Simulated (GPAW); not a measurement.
## PbS in GPAW: convergence with k mesh

Crystal: PbS.

```
Pb S
1.0
     4.08970    0.00000    0.00000
    -2.04485    3.54178    0.00000
     0.00000    0.00000    3.78817
Pb S
1 1
Cartesian
  0.0000 0.0000 0.0000
  2.0448 1.1806 1.8941
```

Measurements of this composition are mostly on another form, of space group No. 225.

| Item | Value |
| --- | --- |
| Program | GPAW 26.7.0 |
| Task | convergence study |
| Functional | r2SCAN |
| Potentials or basis | GPAW PAW data sets (gpaw-data 1.2.1) |
| Cutoff | 600 eV |
| Basis | pw |
| k mesh | 2 × 2 × 2 |
| Occupations | fermi-dirac, width 0.05 eV |
| Spin | no spin polarisation |

These are the settings of the first run; the series varies k mesh, with any setting tied to it.

Hardware: 1 thread of Arm Neoverse V1 (shared host).

The values tried are 2 × 2 × 2, 3 × 3 × 2, 3 × 3 × 3, 4 × 4 × 4, 5 × 5 × 5, 6 × 6 × 5, 7 × 7 × 6, 8 × 8 × 8, loosest first. From which on does the gap on the mesh stay within 0.01 eV of the tightest run that finished?

From 7 × 7 × 6 on.

```tsv
k mesh	energy less the tightest run, at zero smearing (meV/atom)	pressure (GPa)	gap on the mesh (eV)	SCF cycles	CPU time (s)	peak memory (GiB)
2 × 2 × 2	119.93	-0.94	1.015	12	13	0.28
3 × 3 × 2	52.44	-4.03	0.000	15	22	0.28
3 × 3 × 3	-28.36	-1.66	0.794	14	21	0.28
4 × 4 × 4	3.78	-1.10	0.350	15	39	0.29
5 × 5 × 5	-1.87	-1.12	1.076	14	46	0.29
6 × 6 × 5	-1.57	-1.19	0.141	14	63	0.3
7 × 7 × 6	0.52	-1.26	0.000	14	92	0.3
8 × 8 × 8	0.00	-1.21	0.000	14	140	0.32
```

Against the tightest run, the energy stays within 1 meV/atom from 7 × 7 × 6 on; the pressure stays within 0.1 GPa from 5 × 5 × 5 on. Meshes of other sizes hit other points, so gaps and Fermi surfaces needn't settle smoothly. The tightest run that finished is the yardstick and may itself not be fully converged.

Caveat, for the tightest run too: the PAW data sets were made with another functional, which shifts forces and pressure a little. The run has no spin-orbit coupling, so splittings on Pb are missing.
